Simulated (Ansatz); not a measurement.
The system is PtSe2 (Sudovikovite).

```xyz
3
Lattice="3.7240 0.0000 0.0000 -1.8620 3.2251 0.0000 0.0000 0.0000 5.0620" Properties=species:S:1:pos:R:3 pbc="T T T"
Pt    0.0207   -0.0130    0.0243
Se    1.8872    1.0798    3.7841
Se   -0.0047    2.1320    1.2598
```

The cell isn't the ideal one: atoms moved at random, drawn with an rms of 0.02 Å.

| Property | Result |
| --- | --- |
| Program | Ansatz 0.2.0 |
| Task | relaxation of the atoms |
| Functional | PBEsol |
| Dispersion | D4 |
| Potentials or basis | all-electron LAPW, inner shells corrected to Dirac's equation |
| Basis error allowed | 0.002 eV/atom |
| k mesh | 6 × 6 × 4 |
| Occupations | gaussian, width 0.1 eV |
| Spin | no spin polarisation |
| Hubbard terms | Pt d U = 5 eV |

At the start: volume 20.27 Å³/atom.

Task: Where does the relaxation end?

Result: Over 5 steps the energy falls by 10.9 meV/atom; space group P-3m1 (No. 164, to 0.05 Å).

Step by step:
| step | energy change (eV) | largest force (eV/Å) |
| --- | --- | --- |
| 1 | 0.0000 | 0.7779 |
| 2 | -0.0221 | 0.3897 |
| 3 | -0.0326 | 0.0067 |
| 4 | -0.0326 | 0.0065 |
| 5 | -0.0326 | 0.0014 |

Final structure:
```
CELL_PARAMETERS angstrom
3.72400 0.00000 0.00000
-1.86200 3.22508 0.00000
0.00000 0.00000 5.06200
ATOMIC_POSITIONS crystal
Pt 0.00233 0.99729 0.00041
Se 0.66894 0.33059 0.74140
Se 0.33573 0.66399 0.25942
```

Caveat: U is the effective U less J, on atomic orbitals that reach past the spheres.
